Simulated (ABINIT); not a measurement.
**Beyond one shot: GaP (F-43m)**

Wanted: G0W0 and self-consistent gaps of GaP (F-43m), with the cost of the cycles.

Program: ABINIT 10.8.3. Level of theory: PBE and many-body steps on it, plane waves. Results are calculated unless marked as measured.

**What was measured.**

- Gap 2.25 ± 0.04 eV: optical gap from Tauc plot (fundamental, indirect); spectroscopic ellipsometry, Tauc-Lorentz fit and Tauc plot; 300 K; film (GaP layer on Si reference sample) on Si (“Assessment of GaPSb/Si tandem material association properties for photoelectrochemical cells”, 2020, arxiv:2002.02774).

### Step 1. The structure

It takes space group F-43m (No. 216, cubic). Conventional cell: a = 5.450 Å, b = 5.450 Å, c = 5.450 Å, α = 90.00°, β = 90.00°, γ = 90.00°. Ga has 4 P at 2.36 Å nearest. P has 4 Ga at 2.36 Å nearest. Farther neighbours are not listed.

The cell and positions come from the Crystallography Open Database and are kept as given unless a step says otherwise.

### Step 2. Empty states on the mesh, 4×4×4 mesh, 320 bands

This step: ABINIT 10.8.3; DFT, PBE, plane waves, norm-conserving pseudopotentials.

The sums over transitions need many empty states on a uniform mesh; this step solves for them.

File run.abi:

```
acell 3*1.0 Angstrom
rprim 
  0.000000000000 2.725250000000 2.725250000000
  2.725250000000 0.000000000000 2.725250000000
  2.725250000000 2.725250000000 0.000000000000
ntypat 2
znucl 31 15
natom 2
typat 1 2
xred 
  0.000000000000 0.000000000000 0.000000000000
  0.250000000000 0.250000000000 0.250000000000
pp_dirpath "pseudos"
pseudos "Ga.upf, P.upf"
ecut 45
ngkpt 4 4 4
nshiftk 1
shiftk 0 0 0
kptopt 1
chksymbreak 0
irdden 1
istwfk *1
nband 320
prtvol 0
optdriver 6
gwr_task "HDIAGO"
paral_kgb 0
occopt 1
indata_prefix "in"
outdata_prefix "out"
tmpdata_prefix "tmp"
```

Launch:

```
$ OMP_NUM_THREADS=1 mpirun -n 8 abinit run.abi > log
```

What it wrote:

```text
.Version 10.8.3 of ABINIT. v10.8.2 released Aug 2026.

 Symmetries : space group F-4 3 m (#216); Bravais cF (face-center cubic)
[... echo of the input left out ...]
== DATASET  1 ==================================================================
-   mpi_nproc: 8, omp_nthreads: 1 (-1 if OMP is not activated)

--- !DatasetInfo
iteration_state: {dtset: 1, }
dimensions: {natom: 2, nkpt: 8, mband: 320, nsppol: 1, nspinor: 1, nspden: 1, mpw: 3972, }
cutoff_energies: {ecut:  45.0, pawecutdg:  -1.0, }
[...]
Indirect band gap semiconductor
 Fundamental gap:     1.652 (eV)
   VBM:     5.227 (eV) at k: [ 0.0000E+00,  0.0000E+00,  0.0000E+00]
   CBM:     6.880 (eV) at k: [ 5.0000E-01,  5.0000E-01,  0.0000E+00]
 Direct gap:         1.809 (eV) at k: [ 0.0000E+00,  0.0000E+00,  0.0000E+00]

== END DATASET(S) ==============================================================
================================================================================

 -outvars: echo values of variables after computation  --------
           etotal      0.0000000000E+00
            nband         320
             nkpt           8
          spgroup         216
 [... the other variables as echoed above ...]

 Calculation completed.
```

The job ended after 56 s (8 MPI ranks of Arm Neoverse V1, shared host; peak memory 7.1 GiB).

This step gave:

```
gap                                                           : 1.652 eV
k of the valence top                                          : 0, 0, 0
k of the conduction bottom                                    : 0.5, 0.5, 0
least direct gap                                              : 1.809 eV
k points computed                                             : 8
lowest point of the top converged band, above the valence top : 205.1126 eV
```

On this mesh the gap is 1.652 eV.

The density comes from a self-consistent run that is not shown.

### Step 3. Screening, 4×4×4 mesh, 312 bands, screening to 359.2 eV

The RPA dielectric matrix is built and inverted for each q.

This step: RPA screening on PBE, plane waves, norm-conserving pseudopotentials.

Changes to run.abi since step 2:

```diff
@@ -20,10 +20,11 @@
 chksymbreak 0
-irdden 1
 istwfk *1
-nband 320
-prtvol 0
-optdriver 6
-gwr_task "HDIAGO"
-paral_kgb 0
 occopt 1
+irdwfk 1
+optdriver 3
+nband 312
+ecuteps 13.2
+inclvkb 2
+awtr 1
+symchi 1
 indata_prefix "in"
```

What it wrote:

```text
.Version 10.8.3 of ABINIT. v10.8.2 released Aug 2026.

 Symmetries : space group F-4 3 m (#216); Bravais cF (face-center cubic)
[... echo of the input left out ...]
== DATASET  1 ==================================================================
-   mpi_nproc: 8, omp_nthreads: 1 (-1 if OMP is not activated)

--- !DatasetInfo
iteration_state: {dtset: 1, }
dimensions: {natom: 2, nkpt: 8, mband: 312, nsppol: 1, nspinor: 1, nspden: 1, mpw: 3972, }
cutoff_energies: {ecut:  45.0, pawecutdg:  -1.0, }
electrons: {nelect:   2.60000000E+01, charge:   0.00000000E+00, occopt:   1.00000000E+00, tsmear:   1.00000000E-02, }

 SCREENING: Calculation of the susceptibility and dielectric matrices

 Based on a program developped by R.W. Godby, V. Olevano, G. Onida, and L. Reining.
 Incorporated in ABINIT by V. Olevano, G.-M. Rignanese, and M. Torrent.
.Using double precision arithmetic ; gwpc =  8

[... cell and pseudopotentials left out ...]
--------------------------------------------------------------------------------

 ==== K-mesh for the wavefunctions ====
 Number of points in the irreducible wedge :     8
[... list of points left out ...]
 Together with 24 symmetry operations and time-reversal symmetry
 yields    64 points in the full Brillouin Zone.

 ==== Q-mesh for the screening function ====
 Number of points in the irreducible wedge :     8
[... list of points left out ...]
 Together with 24 symmetry operations and time-reversal symmetry
 yields    64 points in the full Brillouin Zone.

 setmesh: FFT mesh size selected  =    36x   36x   36
          total number of points  =        46656

 vcoul_init : cutoff-mode = AUXILIARY_FUNCTION
 q-points for optical limit:   1
     1)      0.000010    0.000020    0.000030

- screening: taking advantage of time-reversal symmetry
- Maximum band index for partially occupied states nbvw = 13
- Remaining bands to be divided among processors   nbcw = 299
- Number of bands treated by each node ~37

 Number of electrons calculated from density =   26.0000; Expected =   26.0000
 average of density, n =  0.095176
 r_s =    1.3587
 omega_plasma =   29.7591 [eV]

 calculating chi0 at frequencies [eV] :
  1    0.000000E+00    0.000000E+00
  2    0.000000E+00    2.975908E+01

--------------------------------------------------------------------------------
  q-point number  1        q = ( 0.000000, 0.000000, 0.000000) [r.l.u.]
--------------------------------------------------------------------------------
[... chi0 elements left out ...]
 For q-point:  0.000010 0.000020 0.000030
  dielectric constant =  18.1579
  dielectric constant without local fields =  19.7263

  Average fulfillment of the sum rule on Im[epsilon] for q-point    1 :     71.62  [%]
[... wings left out ...]
  q-point number  2        q = ( 0.250000, 0.000000, 0.000000) [r.l.u.]
--------------------------------------------------------------------------------
[... chi0 elements left out ...]
  Average fulfillment of the sum rule on Im[epsilon] for q-point    2 :     77.55  [%]

 [... 6 further q-points ...]
```

Elapsed: 3.3 min, on 8 MPI ranks; peak memory 3.4 GiB.

Numbers from this step:

```
ε∞ with local fields, on this mesh, along the program's q direction : 18.16
the same without local fields                                       : 19.73
plasma frequency                                                    : 29.76 eV
plane waves in the screening matrix                                 : 609
```

Local fields lower ε∞ by 8 %. On a Γ-centred mesh this coarse the value itself is usually too large, while a short band sum pulls it down.

### Step 4. G0W0

The self-energy is evaluated for the states that the input lists, and the levels follow from it, in one-shot runs by the linearised quasiparticle equation.

This step: G0W0 on PBE, plane waves, norm-conserving pseudopotentials.

Changes to run.abi since step 3:

```diff
@@ -23,8 +23,19 @@
 irdwfk 1
-optdriver 3
+optdriver 4
 nband 312
+gwcalctyp 0
+ecutsigx 45
+symsigma 1
+nkptgw 3
+kptgw 
+  0.0000000000 0.0000000000 0.0000000000
+  0.5000000000 0.5000000000 0.0000000000
+  0.5000000000 0.0000000000 0.0000000000
+bdgw 
+  11 17
+  12 15
+  12 16
 ecuteps 13.2
-inclvkb 2
-awtr 1
-symchi 1
+irdscr 1
+ppmodel 1
 indata_prefix "in"
```

What it wrote:

```text
.Version 10.8.3 of ABINIT. v10.8.2 released Aug 2026.

 Symmetries : space group F-4 3 m (#216); Bravais cF (face-center cubic)
[... echo of the input left out ...]
== DATASET  1 ==================================================================
-   mpi_nproc: 8, omp_nthreads: 1 (-1 if OMP is not activated)

--- !DatasetInfo
iteration_state: {dtset: 1, }
dimensions: {natom: 2, nkpt: 8, mband: 312, nsppol: 1, nspinor: 1, nspden: 1, mpw: 3972, }
cutoff_energies: {ecut:  45.0, pawecutdg:  -1.0, }
electrons: {nelect:   2.60000000E+01, charge:   0.00000000E+00, occopt:   1.00000000E+00, tsmear:   1.00000000E-02, }

 SIGMA: Calculation of the GW corrections

 Based on a program developped by R.W. Godby, V. Olevano, G. Onida, and L. Reining.
 Incorporated in ABINIT by V. Olevano, G.-M. Rignanese, and M. Torrent.
.Using double precision arithmetic ; gwpc =  8

[... cell and pseudopotentials left out ...]
--------------------------------------------------------------------------------

 ==== K-mesh for the wavefunctions ====
 Number of points in the irreducible wedge :     8
[... list of points left out ...]
 Together with 24 symmetry operations and time-reversal symmetry
 yields    64 points in the full Brillouin Zone.

 ==== Q-mesh for screening function ====
 Number of points in the irreducible wedge :     8
[... list of points left out ...]
 Together with 24 symmetry operations and time-reversal symmetry
 yields    64 points in the full Brillouin Zone.

 vcoul_init : cutoff-mode = AUXILIARY_FUNCTION
 q-points for optical limit:   1
     1)      0.000010    0.000020    0.000030
 setmesh: FFT mesh size selected  =    45x   45x   45
          total number of points  =        91125

 Number of electrons calculated from density =   26.0000; Expected =   26.0000
 average of density, n =  0.095176
 r_s =    1.3587
 omega_plasma =   29.7591 [eV]

 === KS Band Gaps ===
  >>>> For spin  1
   Minimum direct gap =   1.8094 [eV], located at k-point      :   0.0000  0.0000  0.0000
   Fundamental gap    =   1.6525 [eV], Top of valence bands at :   0.0000  0.0000  0.0000
                                       Bottom of conduction at :   0.5000  0.5000  0.0000
 SIGMA fundamental parameters:
 PLASMON POLE MODEL  1
 number of plane-waves for SigmaX                 3839
 number of plane-waves for SigmaC and W            609
 number of plane-waves for wavefunctions          3839
 number of bands                                   312
 number of independent spin polarizations            1
 number of spinorial components                      1
 number of k-points in IBZ                           8
 number of q-points in IBZ                           8
 number of symmetry operations                      24
 number of k-points in BZ                           64
 number of q-points in BZ                           64
 number of frequencies for dSigma/dE                 9
 frequency step for dSigma/dE [eV]                0.25
 number of omega for Sigma on real axis              0
 max omega for Sigma on real axis  [eV]           0.00
 zcut for avoiding poles [eV]                     0.10

 EPSILON^-1 parameters (SCR file):
 dimension of the eps^-1 matrix on file            609
 dimension of the eps^-1 matrix used               609
 number of plane-waves for wavefunctions          3839
 number of bands                                   312
 number of q-points in IBZ                           8
 number of frequencies                               2
 number of real frequencies                          1
 number of imag frequencies                          1

 matrix elements of self-energy operator (all in [eV])

 Perturbative Calculation

--- !SelfEnergy_ee
iteration_state: {dtset: 1, }
kpoint     : [   0.000,    0.000,    0.000, ]
spin       : 1
KS_gap     :    1.809
QP_gap     :    2.635
Delta_QP_KS:    0.826
data: !SigmaeeData |
     Band     E0 <VxcDFT>   SigX SigC(E0)      Z dSigC/dE  Sig(E)    E-E0       E
       11   5.227 -13.290 -15.271   0.950   0.783  -0.277 -14.098  -0.808   4.420
       12   5.227 -13.290 -15.271   0.950   0.783  -0.277 -14.098  -0.808   4.420
       13   5.227 -13.290 -15.271   0.950   0.783  -0.277 -14.098  -0.808   4.420
       14   7.037 -12.704  -8.093  -4.588   0.790  -0.266 -12.686   0.018   7.055
       15   9.112 -11.361  -6.717  -4.499   0.796  -0.256 -11.246   0.115   9.227
       16   9.112 -11.361  -6.717  -4.499   0.796  -0.256 -11.246   0.115   9.227
[...]
--- !SelfEnergy_ee
iteration_state: {dtset: 1, }
kpoint     : [   0.500,    0.500,    0.000, ]
spin       : 1
KS_gap     :    4.338
QP_gap     :    5.068
Delta_QP_KS:    0.731
data: !SigmaeeData |
     Band     E0 <VxcDFT>   SigX SigC(E0)      Z dSigC/dE  Sig(E)    E-E0       E
[...]
--- !SelfEnergy_ee
iteration_state: {dtset: 1, }
kpoint     : [   0.500,    0.000,    0.000, ]
spin       : 1
KS_gap     :    2.783
QP_gap     :    3.624
Delta_QP_KS:    0.841
data: !SigmaeeData |
     Band     E0 <VxcDFT>   SigX SigC(E0)      Z dSigC/dE  Sig(E)    E-E0       E
[...]
14   6.891 -11.926  -7.677  -4.242   0.797  -0.255 -11.921   0.005   6.896
       15   9.943 -11.019  -6.195  -4.714   0.795  -0.258 -10.932   0.088  10.030
       16   9.943 -11.019  -6.195  -4.714   0.795  -0.258 -10.932   0.088  10.030

== END DATASET(S) ==============================================================
================================================================================

 -outvars: echo values of variables after computation  --------
           etotal      0.0000000000E+00
            nband         312
             nkpt           8
          spgroup         216
 [... the other variables as echoed above ...]

 Calculation completed.
```

The job ended after 2 min (8 MPI ranks; peak memory 4.2 GiB; 16 min of CPU time).

This step gave:

```yaml
g0w0_gap_on_the_points_computed: 2.304 eV
starting_gap_on_the_mesh: 1.652 eV
k_of_the_valence_top: 0, 0, 0
k_of_the_conduction_bottom: 0.5, 0.5, 0
z_at_the_valence_top: 0.783
z_at_the_conduction_bottom: 0.809
least_direct_g0w0_gap_on_the_computed_points: 2.635 eV
```

The gap on the mesh goes from 1.65 eV to 2.30 eV, a correction of +0.65 eV.

### Step 5. evGW0, cycle 1

This step: evGW0 on PBE, plane waves, norm-conserving pseudopotentials.

Changes to run.abi since step 4:

```diff
@@ -25,14 +25,24 @@
 nband 312
-gwcalctyp 0
+gwcalctyp 10
 ecutsigx 45
 symsigma 1
-nkptgw 3
+nkptgw 8
 kptgw 
   0.0000000000 0.0000000000 0.0000000000
+  0.2500000000 0.0000000000 0.0000000000
+  0.5000000000 0.0000000000 0.0000000000
+  0.2500000000 0.2500000000 0.0000000000
+  0.5000000000 0.2500000000 0.0000000000
+  -0.2500000000 0.2500000000 0.0000000000
   0.5000000000 0.5000000000 0.0000000000
-  0.5000000000 0.0000000000 0.0000000000
+  -0.2500000000 0.5000000000 0.2500000000
 bdgw 
   11 17
-  12 15
-  12 16
+  11 17
+  11 17
+  11 17
+  11 17
+  11 17
+  11 17
+  11 17
 ecuteps 13.2
```

What it wrote:

```text
.Version 10.8.3 of ABINIT. v10.8.2 released Aug 2026.

 Symmetries : space group F-4 3 m (#216); Bravais cF (face-center cubic)
[... echo of the input left out ...]
== DATASET  1 ==================================================================
-   mpi_nproc: 8, omp_nthreads: 1 (-1 if OMP is not activated)

--- !DatasetInfo
iteration_state: {dtset: 1, }
dimensions: {natom: 2, nkpt: 8, mband: 312, nsppol: 1, nspinor: 1, nspden: 1, mpw: 3972, }
cutoff_energies: {ecut:  45.0, pawecutdg:  -1.0, }
electrons: {nelect:   2.60000000E+01, charge:   0.00000000E+00, occopt:   1.00000000E+00, tsmear:   1.00000000E-02, }

 SIGMA: Calculation of the GW corrections

 Based on a program developped by R.W. Godby, V. Olevano, G. Onida, and L. Reining.
 Incorporated in ABINIT by V. Olevano, G.-M. Rignanese, and M. Torrent.
.Using double precision arithmetic ; gwpc =  8

[... cell and pseudopotentials left out ...]
--------------------------------------------------------------------------------

 ==== K-mesh for the wavefunctions ====
 Number of points in the irreducible wedge :     8
[... list of points left out ...]
 Together with 24 symmetry operations and time-reversal symmetry
 yields    64 points in the full Brillouin Zone.

 ==== Q-mesh for screening function ====
 Number of points in the irreducible wedge :     8
[... list of points left out ...]
 Together with 24 symmetry operations and time-reversal symmetry
 yields    64 points in the full Brillouin Zone.

 vcoul_init : cutoff-mode = AUXILIARY_FUNCTION
 q-points for optical limit:   1
     1)      0.000010    0.000020    0.000030
 setmesh: FFT mesh size selected  =    45x   45x   45
          total number of points  =        91125

 Number of electrons calculated from density =   26.0000; Expected =   26.0000
[...]
spin       : 1
KS_gap     :    4.338
QP_gap     :    5.068
Delta_QP_KS:    0.731
data: !SigmaeeData |
     Band     E_DFT   <VxcDFT>   E(N-1)  <Hhartree>   SigX  SigC[E(N-1)]    Z     dSigC/dE  Sig[E(N)]  DeltaE  E(N)_pert E(N)_diago
[...]
--- !SelfEnergy_ee
iteration_state: {dtset: 1, }
kpoint     : [  -0.250,    0.500,    0.250, ]
spin       : 1
KS_gap     :    8.123
QP_gap     :    8.846
Delta_QP_KS:    0.722
data: !SigmaeeData |
     Band     E_DFT   <VxcDFT>   E(N-1)  <Hhartree>   SigX  SigC[E(N-1)]    Z     dSigC/dE  Sig[E(N)]  DeltaE  E(N)_pert E(N)_diago
[...]
16    11.326   -11.064    11.326    22.390    -5.716    -5.241     0.786    -0.272   -10.981     0.083    11.409    11.356
       17    11.375   -10.531    11.375    21.906    -5.676    -4.873     0.796    -0.257   -10.546    -0.015    11.360    11.432

 New Fermi energy :        1.999604E-01 Ha ,    5.441199E+00 eV

 === QP Band Gaps ===
  >>>> For spin  1
   Minimum direct gap =   2.8640 [eV], located at k-point      :   0.0000  0.0000  0.0000
   Fundamental gap    =   2.4908 [eV], Top of valence bands at :   0.0000  0.0000  0.0000
                                       Bottom of conduction at :   0.5000  0.5000  0.0000

 writing QP data on file : out_QPS

 Convergence of QP corrections
 >>>>> For spin  1 <<<<<
.  kptgw no:  1; Maximum DeltaE = ( -12.335   0.001) for band index:  2
.  kptgw no:  2; Maximum DeltaE = ( -10.981   0.000) for band index:  1
.  kptgw no:  3; Maximum DeltaE = (   0.115  -0.000) for band index:  1
[...]
.  kptgw no:  7; Maximum DeltaE = (   0.007   0.000) for band index:  2
.  kptgw no:  8; Maximum DeltaE = (   0.129   0.000) for band index:  2

== END DATASET(S) ==============================================================
================================================================================

 -outvars: echo values of variables after computation  --------
           etotal      0.0000000000E+00
            nband         312
             nkpt           8
          spgroup         216
 [... the other variables as echoed above ...]

 Calculation completed.
```

It took 13 min on 8 MPI ranks; peak memory 4.7 GiB.

This step gave:

- quasiparticle gap on the mesh: 2.491 eV
- gap of the density functional on the mesh: 1.652 eV
- k of the valence top: 0, 0, 0
- k of the conduction bottom: 0.5, 0.5, 0
- Z at the valence top: 0.783
- Z at the conduction bottom: 0.809
- least direct quasiparticle gap on the computed points: 2.864 eV

Against G0W0 in ABINIT (4×4×4 mesh, 312 bands, screening to 359.2 eV, Godby-Needs plasmon pole), the gap moves by +0.187 eV. This first cycle still uses the starting levels; it takes the full correction, at all points of the mesh, and its linearised value is 2.304 eV.

### Step 6. evGW0, cycle 2

The corrected levels of the last cycle go back in.

Changes to run.abi since step 5:

```diff
@@ -50,2 +50,3 @@
 ppmodel 1
+irdqps 1
 indata_prefix "in"
```

What it wrote:

```text
.Version 10.8.3 of ABINIT. v10.8.2 released Aug 2026.

 Symmetries : space group F-4 3 m (#216); Bravais cF (face-center cubic)
[... echo of the input left out ...]
== DATASET  1 ==================================================================
-   mpi_nproc: 8, omp_nthreads: 1 (-1 if OMP is not activated)

--- !DatasetInfo
iteration_state: {dtset: 1, }
dimensions: {natom: 2, nkpt: 8, mband: 312, nsppol: 1, nspinor: 1, nspden: 1, mpw: 3972, }
cutoff_energies: {ecut:  45.0, pawecutdg:  -1.0, }
[...]
.  kptgw no:  3; Maximum DeltaE = (  -0.044  -0.000) for band index:  1
[...]
.  kptgw no:  7; Maximum DeltaE = (  -0.018   0.000) for band index:  2
.  kptgw no:  8; Maximum DeltaE = (  -0.043   0.001) for band index:  2

== END DATASET(S) ==============================================================
================================================================================

 -outvars: echo values of variables after computation  --------
           etotal      0.0000000000E+00
            nband         312
             nkpt           8
          spgroup         216
 [... the other variables as echoed above ...]

 Calculation completed.
```

Wall time 13 min (8 MPI ranks); peak memory 4.7 GiB.

Numbers from this step:

| Property | Result |
| --- | --- |
| quasiparticle gap on the mesh | 2.389 eV |
| gap of the density functional on the mesh | 1.652 eV |
| k of the valence top | 0, 0, 0 |
| k of the conduction bottom | 0.5, 0.5, 0 |
| least direct quasiparticle gap on the computed points | 2.724 eV |

Against the cycle before, the gap moves by −0.102 eV.

(Part 1 of 3 ends here.)

[Paths, hosts, dates, memory and timing lines, banners, echoed tables and standing remarks are left out of the program output.]

[Logs are printed without paths, hosts, clocks, repeated set-up lines and the standing remarks that a program may print on its own settings, such as how far it seeks lower states.]

[Runs of the session that timed out or met a known fault of the program may be left out.]

[Hosts, paths, dates, database ids (printed as entryN), source tags and the programs' standing remarks are cut or masked in the printed files.]

[G0W0 gaps are taken among the corrected bands and points alone; a level outside them can change the order at an edge.]

[Where Ansatz stands beside ABINIT at settings called matched, ABINIT's density can come from a denser mesh and the files from another edition; pairs whose starting gaps differed by over 0.03 eV were left out, so agreement reads better than it is.]
